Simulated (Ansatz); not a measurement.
Clusters are cut from relaxed bulk BAs (F-43m, 13.90 Å³/atom, gap on the mesh 1.20 eV) and relaxed in a periodic box with vacuum; the excess energy counts from that bulk. Caps count from half an H2 molecule.

All numbers below come from Ansatz, DFT PBE, scalar-relativistic, plane waves, PAW.

Settings: cutoff 420 eV, Γ-centred mesh 1×1×1 on the computed 24-atom cell, Gaussian smearing of 0.05 eV; no spin polarisation.

Start (B4As4H16, sphere cut):

```yaml
crystal:
  lattice:
    - [13.20000, 0.00000, 0.00000]
    - [0.00000, 14.90000, 0.00000]
    - [0.00000, 0.00000, 14.80000]
  atoms:
    - { symbol: B, position: [0.46168, 0.41932, 0.33754] }
    - { symbol: B, position: [0.46168, 0.41932, 0.66246] }
    - { symbol: As, position: [0.55275, 0.50000, 0.58123] }
    - { symbol: B, position: [0.46168, 0.58068, 0.50000] }
    - { symbol: As, position: [0.55275, 0.33863, 0.41877] }
    - { symbol: As, position: [0.55275, 0.66137, 0.41877] }
    - { symbol: B, position: [0.64383, 0.41932, 0.50000] }
    - { symbol: As, position: [0.37060, 0.50000, 0.41877] }
    - { symbol: H, position: [0.51373, 0.46543, 0.29112] }
    - { symbol: H, position: [0.40963, 0.37320, 0.29112] }
    - { symbol: H, position: [0.51373, 0.37320, 0.70888] }
    - { symbol: H, position: [0.40963, 0.46543, 0.70888] }
    - { symbol: H, position: [0.40963, 0.37320, 0.61604] }
    - { symbol: H, position: [0.61924, 0.55890, 0.64053] }
    - { symbol: H, position: [0.40963, 0.62680, 0.54642] }
    - { symbol: H, position: [0.48627, 0.27973, 0.47807] }
    - { symbol: H, position: [0.61924, 0.27973, 0.35947] }
    - { symbol: H, position: [0.48627, 0.72027, 0.35947] }
    - { symbol: H, position: [0.61924, 0.72027, 0.47807] }
    - { symbol: H, position: [0.61924, 0.60247, 0.35947] }
    - { symbol: H, position: [0.69588, 0.46543, 0.45358] }
    - { symbol: H, position: [0.69588, 0.37320, 0.54642] }
    - { symbol: H, position: [0.30412, 0.44110, 0.47807] }
    - { symbol: H, position: [0.30412, 0.55890, 0.35947] }
```

Relax it.

The free energy falls by 30 meV/atom.

* excess energy (eV per host atom): 0.156
* gap on the mesh (eV): 4.00
* highest filled level or Fermi level under vacuum (eV): 6.03

Relaxed structure:
```yaml
crystal:
  lattice:
    - [13.20000, 0.00000, 0.00000]
    - [0.00000, 14.90000, 0.00000]
    - [0.00000, 0.00000, 14.80000]
  atoms:
    - { symbol: B, position: [0.44924, 0.40819, 0.34088] }
    - { symbol: B, position: [0.45070, 0.41676, 0.66028] }
    - { symbol: As, position: [0.54876, 0.49365, 0.58278] }
    - { symbol: B, position: [0.46069, 0.57904, 0.50420] }
    - { symbol: As, position: [0.56006, 0.34763, 0.41813] }
    - { symbol: As, position: [0.55560, 0.65417, 0.42495] }
    - { symbol: B, position: [0.65023, 0.42718, 0.49905] }
    - { symbol: As, position: [0.37374, 0.49746, 0.42293] }
    - { symbol: H, position: [0.49297, 0.45541, 0.28680] }
    - { symbol: H, position: [0.39035, 0.35523, 0.30910] }
    - { symbol: H, position: [0.50519, 0.37247, 0.70898] }
    - { symbol: H, position: [0.39488, 0.46917, 0.69851] }
    - { symbol: H, position: [0.40823, 0.37205, 0.60220] }
    - { symbol: H, position: [0.61236, 0.56081, 0.63614] }
    - { symbol: H, position: [0.41103, 0.63306, 0.54532] }
    - { symbol: H, position: [0.51470, 0.27022, 0.47053] }
    - { symbol: H, position: [0.62445, 0.29471, 0.35208] }
    - { symbol: H, position: [0.51419, 0.72305, 0.35886] }
    - { symbol: H, position: [0.62554, 0.71270, 0.48004] }
    - { symbol: H, position: [0.63046, 0.60531, 0.36598] }
    - { symbol: H, position: [0.69393, 0.47770, 0.44794] }
    - { symbol: H, position: [0.70484, 0.37975, 0.54352] }
    - { symbol: H, position: [0.29841, 0.45553, 0.48696] }
    - { symbol: H, position: [0.30267, 0.55465, 0.36646] }
```

Each run keeps its start's symmetry and one magnetic start, so lower states can exist.

It took 60 s on 4 threads of Arm Neoverse V1, with other jobs on the host, peak memory 1.6 GiB.